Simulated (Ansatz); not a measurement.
# SnO2 (I4/m) in Ansatz: notebook, part 2 of 2

Ansatz 0.2.0.

## Step 3: Relaxation of the atoms, PBE (strained by +2 %)

input.yaml reads:

```yaml
crystal:
  lattice:
    - [-5.3195769, 5.3195769, 1.616233]
    - [5.3195769, -5.3195769, 1.616233]
    - [5.4270431, 5.4270431, -1.616233]
  atoms:
    - { symbol: Sn, position: [0.3510765, 0.8310675, 0.182144] }
    - { symbol: Sn, position: [0.8310675, 0.6489235, 0.479991] }
    - { symbol: Sn, position: [0.1689325, 0.3510765, 0.520009] }
    - { symbol: Sn, position: [0.6489235, 0.1689325, 0.817856] }
    - { symbol: O, position: [0.2056015, 0.1549285, 0.36053] }
    - { symbol: O, position: [0.8450715, 0.2056015, 0.050673] }
    - { symbol: O, position: [0.7943985, 0.8450715, 0.63947] }
    - { symbol: O, position: [0.1549285, 0.7943985, 0.949327] }
    - { symbol: O, position: [0.1610445, 0.5429605, 0.704005] }
    - { symbol: O, position: [0.5429605, 0.8389555, 0.381916] }
    - { symbol: O, position: [0.4570395, 0.1610445, 0.618084] }
    - { symbol: O, position: [0.8389555, 0.4570395, 0.295995] }
hamiltonian:
  xc: pbe
  pseudopotentials: { kind: paw }
kpoints:
  mp_grid: { grid: [7, 7, 7] }
scf:
  occupations: { method: fermi_dirac, width: 0.05 }
output:
  forces: true
  stress: true
  eigenvalues: true
relax:
  f_tol: 0.01
  max_steps: 40
```

Potentials or basis: Ansatz PAW.

Launch:

```sh
ansatz run input.yaml --threads 4 --pin off --max-ram 11264MiB --backend cpu --events-out ev --progress --plain --runs-dir out
```

The log of the run:

```text
Warning: output.stress: scf.convergence.dr2_threshold = 1e-7 eV (the SCF's general default) is looser than the 1.2e-9 eV advised for a printed stress (1e-10 eV for each atom of the cell: 12). What an SCF threshold leaves in a stress goes as its square root, and in the free energy as the threshold itself, and one threshold admits the most on a small cell: of the crystals measured, under no hybrid functional and no lock of the moments, on runs that ended without the residual-converged pass, on stresses that held no estimate of that error, the worst erred by over 100 MPa in a component at 1e-7 eV an atom and by under 5 at 1e-10. Every solve of this run answers to scf.convergence.dr2_threshold, and the tensor of one is reported: a single SCF on the reported geometry and on this run's grids (its basis.xc_grid and basis.ecutrho_ratio typed), with scf.convergence.dr2_threshold at 1.2e-9 eV or tighter, prints it and tightens no other solve. Else set scf.convergence.dr2_threshold to 1.2e-9 eV or tighter. The threshold is an SCF's pass mark: one that does not reach it within its budget of iterations ends unconverged, or closes short of it on a stop that the run arms, and scf.convergence.dr2_threshold's page says what that costs each kind of run
Warning: RAYON_NUM_THREADS=4 ignored (pool sized by the plan → 4); use --threads N
basis.fft_grid_basis auto: the FFT boxes are laid along the combinations [[1, 1, 0], [0, 1, 0], [0, 0, 1]] of the cell's own vectors, 3.232, 7.695 and 7.843 Å long. The dense box has 24×54×54 points. Along the cell's own vectors, as sized, it would have 54×54×54, 2.25 times as many. Of the 4 symmetry operations that the crystal satisfies within crystal.symmetry.tolerance (time reversal apart; of a slab, those that keep its plane) the dense box along the cell's own vectors carries 4, and the one as laid loses 2 of those. basis.fft_grid_basis: typed keeps the cell's own vectors: state it where this run's energies or levels are differenced outside the engine with another run's, or held beside a run that keeps those vectors.
Engine: ansatz 0.2.0, aarch64-unknown-linux-gnu
Pseudopotentials: kind: paw
Pseudopotential: Sn, paw, valence charge 14, recommended cutoff 420 eV (normal), Sn.paw.azcp
Pseudopotential: O, paw, valence charge 6, recommended cutoff 420 eV (normal), O.paw.azcp
Functional definition: PBE
  parameter kappa = 0.804
[... 112 lines left out ...]
--- Relaxed structure (5 steps of the walk, 5 accepted, 0 SCFs on fresh bases) ---
  F+E_penalty+E_count = -28635.15911190 eV   max|allowed force component| = 7.263e-3 eV/Å
  atoms:
    - { symbol: Sn, position: [0.34902747145009716, 0.8327760441818477, 0.18180351563194497] }
    - { symbol: Sn, position: [0.8342460737106214, 0.6497256698963947, 0.48397174360701634] }
    - { symbol: Sn, position: [0.16575392628937843, 0.3502743301036053, 0.5160282563929838] }
    - { symbol: Sn, position: [0.6509725285499028, 0.1672239558181523, 0.8181964843680551] }
    - { symbol: O, position: [0.20935333066830228, 0.15633357810228107, 0.36568690877058335] }
    - { symbol: O, position: [0.8446361814693077, 0.20793849972141176, 0.05257468119071951] }
    - { symbol: O, position: [0.7906466693316977, 0.843666421897719, 0.6343130912294166] }
    - { symbol: O, position: [0.15536381853069225, 0.7920615002785882, 0.9474253188092805] }
    - { symbol: O, position: [0.16154640865762387, 0.5422992976307989, 0.7038457062884227] }
    - { symbol: O, position: [0.5409762863414194, 0.8406615184929884, 0.3816378048344079] }
    - { symbol: O, position: [0.45902371365858047, 0.15933848150701138, 0.6183621951655919] }
    - { symbol: O, position: [0.838453591342376, 0.457700702369201, 0.2961542937115771] }
```

Run time: 1.8 min. Hardware: 4 threads of Arm Neoverse V1, shared host; peak memory 1.1 GiB.

What came out:

* Free energy: -28635.1591 eV
* Energy gained by relaxing: 2.1 meV/atom
* Ionic steps: 5
* Pressure after relaxing: 0.8 GPa
* Largest force after relaxing: 0.008 eV/Å
* Band gap on the k mesh: 1.78 eV, indirect (least direct gap 1.94 eV)

Forces in eV/Å, atoms in the order of the input:
```
Sn   0.002  0.004  0.000
Sn  -0.001  0.000  0.000
Sn   0.001  0.000  0.000
Sn  -0.002 -0.004  0.000
O   -0.007  0.002  0.000
O    0.001  0.006  0.000
O    0.007 -0.002  0.000
O   -0.001 -0.006  0.000
O    0.002 -0.003  0.000
O    0.003 -0.003  0.000
O   -0.003  0.003  0.000
O   -0.002  0.003  0.000
```

The path:
| step | energy change (eV) | largest force (eV/Å) |
| --- | --- | --- |
| 1 | 0.0000 | 0.3134 |
| 2 | -0.0110 | 0.4470 |
| 3 | -0.0231 | 0.0908 |
| 4 | -0.0248 | 0.0407 |
| 5 | -0.0251 | 0.0076 |

Final structure:
```
CELL_PARAMETERS angstrom
-5.31958 5.31958 1.61623
5.31958 -5.31958 1.61623
5.42704 5.42704 -1.61623
ATOMIC_POSITIONS crystal
Sn 0.34903 0.83278 0.18180
Sn 0.83425 0.64973 0.48397
Sn 0.16575 0.35027 0.51603
Sn 0.65097 0.16722 0.81820
O 0.20935 0.15633 0.36569
O 0.84464 0.20794 0.05257
O 0.79065 0.84367 0.63431
O 0.15536 0.79206 0.94743
O 0.16155 0.54230 0.70385
O 0.54098 0.84066 0.38164
O 0.45902 0.15934 0.61836
O 0.83845 0.45770 0.29615
```

Levels at points of the mesh, in eV from the valence-band top:
```tsv
k point	band 50	band 51	band 52	band 53	band 54	band 55
(0.00, 0.00, 0.00)	-0.21	-0.19	-0.16	1.78	4.73	4.74
```

Caveat: odd divisions of the mesh miss points on the zone boundary, where band edges often lie, so the gap on the mesh can be too wide; the pressure holds a Pulay correction of +0.7 GPa for the finite cutoff; spin-orbit coupling is left out, which moves the levels of the heavy elements; the thresholds are loose for stress.

## Step 4: Relaxation of cell and atoms, PBEsol+D3(BJ)

Changes to input.yaml since step 3:

```diff
@@ -2,5 +2,5 @@
   lattice:
-    - [-5.3195769, 5.3195769, 1.616233]
-    - [5.3195769, -5.3195769, 1.616233]
-    - [5.4270431, 5.4270431, -1.616233]
+    - [-5.37331, 5.37331, 1.616233]
+    - [5.37331, -5.37331, 1.616233]
+    - [5.37331, 5.37331, -1.616233]
   atoms:
@@ -19,6 +19,7 @@
 hamiltonian:
-  xc: pbe
+  xc: pbesol
   pseudopotentials: { kind: paw }
+  dispersion: d3bj
 kpoints:
-  mp_grid: { grid: [7, 7, 7] }
+  mp_grid: { grid: [9, 9, 9] }
 scf:
@@ -32 +33,2 @@
   max_steps: 40
+  cell: { stress_tol: 0.05 }
```

Launch:

```sh
ansatz run input.yaml --threads 4 --pin off --max-ram 11264MiB --backend cpu --events-out ev --progress --plain --runs-dir out
```

It took 5.9 min on 4 threads of Arm Neoverse N1, shared host; peak memory 1.2 GiB.

It converged, with:

```yaml
Free_energy: -28286.9827 eV
Relaxed_volume: 14.95 Å³/atom
Relaxed_cell: a = 7.667 Å, b = 7.667 Å, c = 7.667 Å, α = 92.48°, β = 92.48°, γ = 156.00°
Space_group_after_relaxing_to_0.05_Å: I4/m (No. 87)
Energy_gained_by_relaxing: 14.0 meV/atom
Ionic_steps: 10
Pressure_after_relaxing: 0.0 GPa
Largest_force_after_relaxing: 0.004 eV/Å
Band_gap_on_the_k_mesh: 2.04 eV, indirect (least direct gap 2.18 eV)
```

Forces on the atoms (eV/Å):
```
Sn   0.001 -0.001  0.000
Sn   0.001  0.001  0.000
Sn  -0.001 -0.001  0.000
Sn  -0.001  0.001  0.000
O    0.004 -0.002  0.000
O   -0.002 -0.004  0.000
O   -0.004  0.002  0.000
O    0.002  0.004  0.000
O    0.001 -0.001  0.000
O    0.001  0.001  0.000
O   -0.001 -0.001  0.000
O   -0.001  0.001  0.000
```

Step by step:
```
step  energy change (eV)  largest force (eV/Å)  volume (Å³)
   1              0.0000                0.5381       186.66
   2             -0.1929                0.0832       179.43
   3             -0.1930                0.0524       179.69
   4             -0.1936                0.0351       179.71
   5             -0.1936                0.0344       179.76
   6             -0.1937                0.0160       179.75
   7             -0.1938                0.0003       179.75
   8             -0.1674                0.0007       179.75
   9             -0.1694                0.0040       179.36
  10             -0.1676                0.0040       179.36
```

Final structure:
```yaml
crystal:
  lattice:
    - [-5.30318, 5.30318, 1.59439]
    - [5.30318, -5.30318, 1.59439]
    - [5.30318, 5.30318, -1.59439]
  atoms:
    - { symbol: Sn, position: [0.34968, 0.83320, 0.18288] }
    - { symbol: Sn, position: [0.83320, 0.65032, 0.48352] }
    - { symbol: Sn, position: [0.16680, 0.34968, 0.51648] }
    - { symbol: Sn, position: [0.65032, 0.16680, 0.81712] }
    - { symbol: O, position: [0.20731, 0.15517, 0.36248] }
    - { symbol: O, position: [0.84483, 0.20731, 0.05214] }
    - { symbol: O, position: [0.79269, 0.84483, 0.63752] }
    - { symbol: O, position: [0.15517, 0.79269, 0.94786] }
    - { symbol: O, position: [0.16006, 0.54181, 0.70187] }
    - { symbol: O, position: [0.54181, 0.83994, 0.38174] }
    - { symbol: O, position: [0.45819, 0.16006, 0.61826] }
    - { symbol: O, position: [0.83994, 0.45819, 0.29813] }
```

Levels at points of the mesh, in eV from the valence-band top:
| k point | band 48 | band 49 | band 50 | band 51 | band 52 | band 53 | band 54 | band 55 | band 56 | band 57 |
| --- | --- | --- | --- | --- | --- | --- | --- | --- | --- | --- |
| (0.00, 0.00, 0.00) | -0.64 | -0.48 | -0.20 | -0.20 | -0.14 | 2.04 | 5.02 | 5.02 | 5.43 | 6.88 |

Caveat: odd divisions of the mesh miss points on the zone boundary, where band edges often lie, so the gap on the mesh can be too wide; the plane-wave basis is chosen anew once the cell has moved, so the energies of steps on either side of that aren't comparable; the pressure holds a Pulay correction of +0.7 GPa for the finite cutoff; spin-orbit coupling is left out, which moves the levels of the heavy elements; the PAW data sets come from PBE, with cores solved anew for the run's functional, which leaves a small shift of forces and pressure.

## Step 5: Overview

| task | level | cell | k mesh | gap on the mesh (eV) | pressure (GPa) | largest force (eV/Å) |
| --- | --- | --- | --- | --- | --- | --- |
| relaxation of the atoms | PBE | atoms relaxed from: strained by +4 % | 7 × 7 × 7 | 1.76 | 0.8 | 0.01 |
| relaxation of the atoms | PBE | atoms relaxed from: strained by +2 % | 7 × 7 × 7 | 1.78 | 0.8 | 0.01 |
| relaxation of cell and atoms | PBEsol+D3(BJ) | relaxed | 9 × 9 × 9 | 2.04 | 0.0 | - |

Alike in all rows: potentials or basis Ansatz PAW; no spin polarisation; cutoff (eV) 420; smearing fermi-dirac 0.05 eV.

Caveats: odd divisions of the mesh miss points on the zone boundary, where band edges often lie, so the gap on the mesh can be too wide; spin-orbit coupling is left out, which moves the levels of the heavy elements; the thresholds are loose for stress (some runs); the plane-wave basis is chosen anew once the cell has moved, so the energies of steps on either side of that aren't comparable (some runs); the PAW data sets come from PBE, with cores solved anew for the run's functional, which leaves a small shift of forces and pressure (some runs).

Total energies depend on the potentials used, so only differences within one code and one set of settings carry meaning.
